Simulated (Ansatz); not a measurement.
HfN:

```
Hf N
1.0
     0.00000    2.25600    2.25600
     2.25600    0.00000    2.25600
     2.25600    2.25600    0.00000
Hf N
1 1
Direct
  0.00000 0.00000 0.00000
  0.50000 0.50000 0.50000
```

Base run:

| Quantity | Value |
| --- | --- |
| Program | Ansatz 0.2.0 |
| Functional | BLYP |
| Potentials or basis | all-electron LAPW, scalar-relativistic |
| Cutoff | 344 eV (chosen from the basis error) |
| Basis error allowed | 0.001 eV/atom |
| k mesh | 10 × 10 × 10 |
| Occupations | fermi-dirac, width 0.05 eV |
| Spin | no spin polarisation |

Its results: pressure 15.5 GPa.

Problem. The run is repeated on the same cell with these changes: functional from BLYP to LDA. What comes out?

Solution. Pressure -8.2 GPa.

LDA binds more tightly than BLYP, so the same cell stands under less pressure.
